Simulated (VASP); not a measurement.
# Hg (Im-3m) in VASP: further runs

One crystal, Hg, is run at these levels: r2SCAN, PBE; tasks: single point.

Program: VASP 6.6.1. These are calculated values, not measurements. Logs are shortened: lines on timing, memory, paths and dates and some standing lists are left out, and cuts for length are marked.

## (1) The crystal as given

It takes space group Im-3m (No. 229, cubic). The conventional cell has a = 3.767 Å, b = 3.767 Å, c = 3.767 Å, α = 90.00°, β = 90.00°, γ = 90.00°. Around Hg (site symmetry m-3m) lie 8 Hg at 3.26 Å.

The cell was built by a generator and needn't be a form met in nature.

## (2) Single point, r2SCAN

Input file POSCAR:

```
Hg
1.0
   -1.8836898943      1.8836898943      1.8836898943
    1.8836898943     -1.8836898943      1.8836898943
    1.8836898943      1.8836898943     -1.8836898943
Hg
1
Direct
    0.0000000000      0.0000000000      0.0000000000
```

Input file INCAR.step1:

```
SYSTEM = Hg
  PREC = Accurate
  ENCUT = 520
  ISMEAR = 0
  SIGMA = 0.05
  LREAL = .False.
  LASPH = .True.
  NELM = 100
  NBANDS = 12
  GGA = PE
  ALGO = Normal
  EDIFF = 1E-4
  LWAVE = .True.
  LCHARG = .False.
```

Input file INCAR.step2:

```
SYSTEM = Hg
  PREC = Accurate
  ENCUT = 520
  EDIFF = 1E-6
  ISMEAR = 0
  SIGMA = 0.05
  LREAL = .False.
  LASPH = .True.
  NELM = 100
  ALGO = Normal
  ISIF = 2
  LWAVE = .False.
  LCHARG = .False.
  METAGGA = R2SCAN
  LMIXTAU = .True.
  NBANDS = 12
  ISTART = 1
```

Input file KPOINTS:

```
regular mesh
0
Gamma
  16 16 16
  0 0 0
```

Potentials or basis: VASP PAW PBE potentials, release 64 (Hg).

Started as:

```bash
> cat potpaw_PBE.64/Hg/POTCAR > POTCAR
> cp INCAR.step1 INCAR
> mpirun -np 1 vasp_std > vasp.out
> cp INCAR.step2 INCAR
> mpirun -np 1 vasp_std > vasp.out
```

OUTCAR:

```text
SYSTEM = Hg
   PREC = Accurate
   ENCUT = 520
   EDIFF = 1E-6
   ISMEAR = 0
   LREAL = .False.
   LASPH = .True.
   NELM = 100
   ISIF = 2
   METAGGA = R2SCAN
   ISTART = 1

 ion  position               nearest neighbor table
   1  0.000  0.000  0.000-

  LATTYP: Found a body centered cubic cell.
 ALAT       =     3.7673797886

  Lattice vectors:

 A1 = (  -1.8836898943,   1.8836898943,   1.8836898943)
 A2 = (   1.8836898943,  -1.8836898943,   1.8836898943)
 A3 = (   1.8836898943,   1.8836898943,  -1.8836898943)

Analysis of symmetry for initial positions (statically):
=====================================================================
 Subroutine PRICEL returns:
 Original cell was already a primitive cell.

 Routine SETGRP: Setting up the symmetry group for a
 body centered cubic supercell.

 Subroutine GETGRP returns: Found 48 space group operations
 (whereof 48 operations were pure point group operations)
 out of a pool of 48 trial point group operations.

The static configuration has the point symmetry O_h .

Analysis of symmetry for dynamics (positions and initial velocities):
=====================================================================
 Subroutine PRICEL returns:
 Original cell was already a primitive cell.

 Routine SETGRP: Setting up the symmetry group for a
 body centered cubic supercell.

 Subroutine GETGRP returns: Found 48 space group operations
 (whereof 48 operations were pure point group operations)
 out of a pool of 48 trial point group operations.

The dynamic configuration has the point symmetry O_h .

 Subroutine INISYM returns: Found 48 space group operations
 (whereof 48 operations are pure point group operations),
 and found     1 'primitive' translations

----------------------------------------------------------------------------------------

                                     Primitive cell

  volume of cell :      26.7355

  direct lattice vectors                    reciprocal lattice vectors
    -1.883689894  1.883689894  1.883689894     0.000000000  0.265436472  0.265436472
     1.883689894 -1.883689894  1.883689894     0.265436472  0.000000000  0.265436472
     1.883689894  1.883689894 -1.883689894     0.265436472  0.265436472  0.000000000

  length of vectors
     3.262646603  3.262646603  3.262646603     0.375383859  0.375383859  0.375383859

  position of ions in fractional coordinates (direct lattice)
     0.000000000  0.000000000  0.000000000

  ion indices of the primitive-cell ions
[... 82 lines left out ...]
   POTIM  = 0.5000    time-step for ionic-motion
   TEBEG  =    0.0;   TEEND  =   0.0 temperature during run
   PSTRESS=    0.0 pullay stress
   NELECT =      12.0000    total number of electrons
   NUPDOWN=      -1.0000    fix difference up-down
   EMIN   =  10.00;   EMAX   =-10.00  energy-range for DOS
   EFERMI =   0.00;   METHOD = LEGACY
   ISMEAR =     0;   SIGMA  =   0.05  broadening in eV -4-tet -1-fermi 0-gaus
   EFERMI_NEDOS =   21; number of points for ismear=-14 and -15
   IALGO  =     38    algorithm
   IMIX   =      4    mixing-type and parameters
     AMIX     =   0.40;   BMIX     =  1.00
     AMIX_MAG =   1.60;   BMIX_MAG =  1.00
  volume/ion in A,a.u.               =      26.74       180.42
  Fermi-wavevector in a.u.,A,eV,Ry     =   1.253447  2.368671 21.376500  1.571128
  Thomas-Fermi vector in A             =   2.387299
   LORBIT       =      0    0 simple, 1 ext, 2 COOP (PROOUT), +10 PAW based schemes
   METAGGA = R2SCAN    functional components
   LHFCALC =     F    Hartree Fock is set to
   AEXX    =    0.0000 exact exchange contribution
   IVDW    =     0    specifies the selected vdW correction
   LEPSILON=     F    determine dielectric tensor
   LRPA    =     F    only Hartree local field effects (RPA)
 non-spin polarized calculation
 Gauss-broadening in eV      SIGMA  =   0.05
  energy-cutoff  :      520.00
  volume of cell :       26.74
 maximum number of plane-waves:       736
   NGX = 13   NGY = 13   NGZ = 13

 number of electron      11.9999998 magnetization

 Free energy of the ion-electron system (eV)
  ---------------------------------------------------
  ext. energy  EPLUGINS =         0.00000000
  ---------------------------------------------------
  free energy    TOTEN  =       -49.36174602 eV

  energy without entropy =      -49.36132766  energy(sigma->0) =      -49.36153684

 E-fermi :   1.7263     XC(G=0): -10.7198

 val. band max:        1.6046266885   @ k =   0.4375   0.0625  -0.0000
 cond. band min:       1.7355132513   @ k =  -0.4375   0.4375   0.3750
 fundamental gap:      0.1308865628
 Fermi energy:         1.7262648611

 k-point     1 :       0.0000    0.0000    0.0000
  band No.  band energies     occupation
      1      -6.5548      2.00000
      2      -5.3963      2.00000
      3      -5.3963      2.00000
      4      -5.3963      2.00000
      5      -4.6805      2.00000
      6      -4.6805      2.00000
      7      16.8071      0.00000
      8      16.8071      0.00000
      9      16.8071      0.00000
     10      17.2315      0.00000
     11      17.2315      0.00000
     12      17.2315      0.00000
[... 331 lines left out ...]
 k-point    24 :       0.2500    0.1875    0.0000
  band No.  band energies     occupation
      1      -5.7415      2.00000
      2      -5.4745      2.00000
      3      -4.9311      2.00000
      4      -4.7935      2.00000
      5      -4.5811      2.00000
      6      -2.2580      2.00000
      7       5.4751      0.00000
      8       8.3158      0.00000
      9      12.0378      0.00000
     10      17.4575      0.00000
     11      18.6887      0.00000
     12      21.0808      0.00000

 [... further k-points ...]

------------------------ aborting loop because EDIFF is reached ----------------------------------------

  FORCE on cell =-STRESS in cart. coord.  units (eV):
  Direction    XX          YY          ZZ          XY          YZ          ZX
  --------------------------------------------------------------------------------------
  -------------------------------------------------------------------------------------
  Total        0.0349552      0.0349552      0.0349552      0.0000000     -0.0000000      0.0000000
  in kB        2.0947567      2.0947567      2.0947567      0.0000000     -0.0000000      0.0000000
  external PRESSURE =       2.0947567 kB  Pullay stress =       0.0000000 kB

 VOLUME and BASIS-vectors are now :
 -----------------------------------------------------------------------------
  energy-cutoff  :      520.00
  volume of cell :       26.74
      direct lattice vectors                 reciprocal lattice vectors
    -1.883689894  1.883689894  1.883689894     0.000000000  0.265436472  0.265436472
     1.883689894 -1.883689894  1.883689894     0.265436472  0.000000000  0.265436472
     1.883689894  1.883689894 -1.883689894     0.265436472  0.265436472  0.000000000

 POSITION                                       TOTAL-FORCE (eV/Angst)
 -----------------------------------------------------------------------------------
      0.00000      0.00000      0.00000         0.000000     -0.000000      0.000000
 -----------------------------------------------------------------------------------
    total drift:                                0.000000      0.000000     -0.000000

  FREE ENERGIE OF THE ION-ELECTRON SYSTEM (eV)
  ---------------------------------------------------
  free  energy   TOTEN  =       -49.3617460160 eV

  energy  without entropy=      -49.3613276597  energy(sigma->0) =      -49.36153684
```

OUTCAR.step1:

```text
SYSTEM = Hg
   PREC = Accurate
   ENCUT = 520
   ISMEAR = 0
   LREAL = .False.
   LASPH = .True.
   NELM = 100
[... 577 lines left out ...]
 -----------------------------------------------------------------------------------
      0.00000      0.00000      0.00000         0.000000     -0.000000     -0.000000
 -----------------------------------------------------------------------------------
    total drift:                                0.000000      0.000000     -0.000000

  FREE ENERGIE OF THE ION-ELECTRON SYSTEM (eV)
  ---------------------------------------------------
  free  energy   TOTEN  =        -0.1677457589 eV

  energy  without entropy=       -0.1672024330  energy(sigma->0) =       -0.16747410
```

OSZICAR.step1:

```text
N       E                     dE             d eps       ncg     rms          rms(c)
DAV:   1     0.720666638284E+02    0.72067E+02   -0.64804E+03  3704   0.947E+02
DAV:   2     0.110736233059E+01   -0.70959E+02   -0.66277E+02  3844   0.224E+02
DAV:   3    -0.185900298075E+00   -0.12933E+01   -0.12925E+01  4052   0.334E+01
DAV:   4    -0.187148654088E+00   -0.12484E-02   -0.12483E-02  3864   0.111E+00
DAV:   5    -0.187150394929E+00   -0.17408E-05   -0.17409E-05  2992   0.402E-02    0.243E+00
DAV:   6    -0.168549698543E+00    0.18601E-01   -0.48042E-02  4104   0.245E+00    0.188E+00
DAV:   7    -0.167568943780E+00    0.98075E-03   -0.66562E-03  3948   0.787E-01    0.870E-01
DAV:   8    -0.167721854123E+00   -0.15291E-03   -0.75589E-04  3692   0.333E-01    0.326E-02
DAV:   9    -0.167745758881E+00   -0.23905E-04   -0.13773E-05  1896   0.340E-02
   1 F= -.16774576E+00 E0= -.16747410E+00  d E =-.543326E-03
```

Run time: 34 s. Hardware: 1 thread of Intel Xeon 6975P-C (Granite Rapids), shared host; peak memory 0.17 GiB.

Results:

```
Free energy            : -49.3617 eV
Pressure               : 0.2 GPa
Band gap on the k mesh : none (metal or under the smearing width)
```

Levels at points of the mesh, in eV from the Fermi level:
| k point | band 4 | band 5 | band 6 | band 7 | band 8 | band 9 |
| --- | --- | --- | --- | --- | --- | --- |
| (0.00, 0.00, 0.00) | -7.12 | -6.41 | -6.41 | 15.08 | 15.08 | 15.08 |
| (0.50, 0.00, 0.00) | -6.38 | -5.88 | -1.63 | -0.75 | 9.12 | 10.19 |
| (0.50, 0.50, 0.50) | -6.01 | -6.01 | 2.34 | 4.01 | 4.01 | 4.01 |

Caveat: the PAW data sets were made with another functional, which shifts forces and pressure a little. The run has no spin-orbit coupling, so splittings on Hg are missing.

## (3) Single point, PBE

This run uses another cell than the first one, of 24.10 Å³/atom, 0.901 times its volume.

Input file INCAR:

```
SYSTEM = Hg
  ALGO = Fast
  EDIFF = 1E-7
  ENCUT = 520
  GGA = PE
  ISIF = 2
  ISMEAR = 0
  LASPH = .True.
  LCHARG = .True.
  LELF = .True.
  LREAL = .False.
  LVHAR = .True.
  LWAVE = .False.
  NBANDS = 12
  NELM = 60
  PREC = Accurate
  SIGMA = 0.05
```

Input file KPOINTS:

```
k-points
0
Gamma
  8 8 8
  0 0 0
```

Input file POSCAR:

```
Hg
1.0
   -1.8195490387      1.8195490387      1.8195490387
    1.8195490387     -1.8195490387      1.8195490387
    1.8195490387      1.8195490387     -1.8195490387
Hg
1
Direct
    0.0000000000      0.0000000000      0.0000000000
```

Potentials or basis: VASP PAW PBE potentials, release 64 (Hg).

Started as:

```bash
> cat potpaw_PBE.64/Hg/POTCAR > POTCAR
> mpirun -np 1 vasp_std > vasp.out
```

It took 3 s on 1 thread of Intel Xeon 6975P-C (Granite Rapids), shared host; peak memory 0.14 GiB.

Results (log left out):

```yaml
Free_energy: -0.1256 eV
Pressure: 4.9 GPa
Band_gap_on_the_k_mesh: none (metal or under the smearing width)
```

Levels at points of the mesh, in eV from the Fermi level:
| k point | band 2 | band 3 | band 4 | band 5 | band 6 | band 7 | band 8 | band 9 | band 10 | band 11 |
| --- | --- | --- | --- | --- | --- | --- | --- | --- | --- | --- |
| (0.00, 0.00, 0.00) | -6.67 | -6.67 | -6.67 | -5.81 | -5.81 | 15.50 | 15.50 | 15.50 | 16.40 | 16.40 |
| (0.50, 0.00, 0.00) | -7.11 | -5.88 | -5.77 | -5.18 | -0.91 | -0.90 | 9.77 | 10.48 | 14.95 | 15.80 |
| (0.50, 0.50, 0.50) | -7.36 | -5.33 | -5.33 | -5.33 | 3.48 | 4.23 | 4.23 | 4.23 | 10.46 | 10.46 |

Spin-orbit coupling is left out, which matters for the levels of Hg.

## (4) Single point, r2SCAN

Input file POSCAR:

```
Hg
1.0
   -1.8836898943      1.8836898943      1.8836898943
    1.8836898943     -1.8836898943      1.8836898943
    1.8836898943      1.8836898943     -1.8836898943
Hg
1
Direct
    0.0000000000      0.0000000000      0.0000000000
```

Input file INCAR.step1:

```
SYSTEM = Hg
ALGO     = Normal         ! electronic algorithm
EDIFF    = 1E-4           ! SCF threshold, eV
ENCUT    = 520            ! plane-wave cutoff, eV
GGA      = PE             ! functional
ISMEAR   = 0              ! smearing method
LASPH    = .TRUE.         ! aspherical terms in the spheres
LCHARG   = .FALSE.        ! write CHGCAR
LREAL    = .FALSE.        ! projectors in reciprocal space
LWAVE    = .TRUE.         ! write WAVECAR
NBANDS   = 12             ! bands
NELM     = 100            ! most SCF steps
PREC     = Accurate       ! precision mode
SIGMA    = 0.05           ! smearing width, eV
```

Input file INCAR.step2:

```
SYSTEM = Hg
ALGO     = Normal         ! electronic algorithm
EDIFF    = 1E-6           ! SCF threshold, eV
ENCUT    = 520            ! plane-wave cutoff, eV
ISIF     = 2              ! what is computed and relaxed
ISMEAR   = 0              ! smearing method
ISTART   = 1            
LASPH    = .TRUE.         ! aspherical terms in the spheres
LCHARG   = .FALSE.        ! write CHGCAR
LMIXTAU  = .TRUE.       
LREAL    = .FALSE.        ! projectors in reciprocal space
LWAVE    = .FALSE.        ! write WAVECAR
METAGGA  = R2SCAN         ! meta-GGA
NBANDS   = 12             ! bands
NELM     = 100            ! most SCF steps
PREC     = Accurate       ! precision mode
SIGMA    = 0.05           ! smearing width, eV
```

Input file KPOINTS:

```
k-points
0
G
  16 16 16
  0 0 0
```

Started as:

```bash
> cat potpaw_PBE.64/Hg/POTCAR > POTCAR
> cp INCAR.step1 INCAR
> mpirun -np 1 vasp_std > vasp.out
> cp INCAR.step2 INCAR
> mpirun -np 1 vasp_std > vasp.out
```

Run time: 36 s. Hardware: 1 thread of Intel Xeon 6975P-C (Granite Rapids), shared host; peak memory 0.17 GiB.

It converged, with:

```
Free energy            : -49.3617 eV
Pressure               : 0.2 GPa
Band gap on the k mesh : none (metal or under the smearing width)
```

Levels at points of the mesh, in eV from the Fermi level:
| k point | band 4 | band 5 | band 6 | band 7 | band 8 | band 9 |
| --- | --- | --- | --- | --- | --- | --- |
| (0.00, 0.00, 0.00) | -7.12 | -6.41 | -6.41 | 15.08 | 15.08 | 15.08 |
| (0.50, 0.00, 0.00) | -6.38 | -5.88 | -1.63 | -0.75 | 9.12 | 10.19 |
| (0.50, 0.50, 0.50) | -6.01 | -6.01 | 2.34 | 4.01 | 4.01 | 4.01 |

Caveat: the PAW data sets were made with another functional, which shifts forces and pressure a little.
